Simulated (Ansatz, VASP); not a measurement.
Two plane-wave programs on Sr

```
Sr
1.0
     5.85862    0.00000    0.00000
    -2.92931    5.07371    0.00000
     0.00000    0.00000    3.43947
Sr
3
Direct
  0.00000 0.00000 0.00000
  0.33333 0.66667 0.50000
  0.66667 0.33333 0.50000
```

Alike in both runs: functional LDA; k mesh 6 × 6 × 9; occupations fermi-dirac, width 0.1 eV; no spin polarisation.

Ansatz relaxed the structure, and its values are those at the end. VASP's run is a single point on that final structure, the one shown.

|  | VASP | Ansatz |
| --- | --- | --- |
| version | VASP 6.6.1 | Ansatz 0.2.0 |
| potentials or method | VASP PAW LDA potentials, release 64 (Sr_sv) | PAW with Ansatz's default frozen-core files, scalar-relativistic |
| plane-wave cutoff (eV) | 520 | 420 |
| valence electrons in the cell | 30 | 30 |

|  | VASP | Ansatz | Ansatz less VASP |
| --- | --- | --- | --- |
| pressure (GPa) | 8.1 | 8.1 | -0.04 |
